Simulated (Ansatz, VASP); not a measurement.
# Sb: VASP beside Ansatz

```
CELL_PARAMETERS angstrom
0.00000 2.37124 2.37124
2.37124 0.00000 2.37124
2.37124 2.37124 0.00000
ATOMIC_POSITIONS crystal
Sb 0.00000 0.00000 0.00000
```

This isn't the form of Sb at room conditions, which is rhombohedral.

Alike in both runs: task single point; functional PBE; k mesh 10 × 10 × 10; occupations fermi-dirac, width 0.05 eV; no spin polarisation.

```csv
,VASP,Ansatz
version,VASP 6.6.1,Ansatz 0.2.0
potentials or method,"VASP PAW PBE potentials, release 64 (Sb)",Ansatz PAW
plane-wave cutoff (eV),520,420
valence electrons in the cell,5,15
```

```tsv
	VASP	Ansatz	Ansatz less VASP
gap on the k mesh at the Fermi level (eV)	none	none	-
pressure (GPa)	1.7	1.9	+0.15
```

A gap of «none» marks a metal or a gap that the smearing closes. The two sets of potentials don't hold the same shells in valence.

Spin-orbit coupling is left out, which matters for the levels of Sb.
